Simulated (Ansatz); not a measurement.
# Hf (fcc type): the cost of one run

Program: Ansatz 0.2.0. Level of theory: DFT, PBE, PAW with Ansatz's default frozen-core files, scalar-relativistic. These are calculated values, not measurements.

## 1. The system as given

Symmetry: Fm-3m, No. 225, cubic system. Conventional cell: a = 4.485 Å, b = 4.485 Å, c = 4.485 Å, α = 90.00°, β = 90.00°, γ = 90.00°. Hf (site symmetry m-3m) has 12 Hf at 3.17 Å as nearest neighbours.

As a file:

```
Hf
1.0
     0.00000    2.24273    2.24273
     2.24273    0.00000    2.24273
     2.24273    2.24273    0.00000
Hf
1
Direct
  0.00000 0.00000 0.00000
```

## 2. Cell relaxed at zero pressure, PAW

input.yaml reads:

```yaml
crystal:
  lattice:
    - [0.0, 2.2427254771, 2.2427254771]
    - [2.2427254771, 0.0, 2.2427254771]
    - [2.2427254771, 2.2427254771, 0.0]
  atoms:
    - { symbol: Hf, position: [0.0, 0.0, 0.0] }
kpoints:
  mp_grid: { grid: [15, 15, 15] }
scf:
  occupations: { method: fermi_dirac, width: 0.08 }
hamiltonian:
  xc: pbe
  pseudopotentials: { kind: paw }
output:
  forces: true
  stress: true
relax:
  f_tol: 0.005
  max_steps: 40
  cell: {}
```

Run with:

```console
> ansatz run input.yaml --threads 1 --pin off --max-ram 3584MiB --backend cpu --events-out ev --progress --plain --runs-dir out
```

**Question.** How long does this run take on 1 thread of Intel Xeon Platinum 8488C (Sapphire Rapids), shared host, and how much memory does it need?

About 7 s, with a peak of 0.39 GiB.
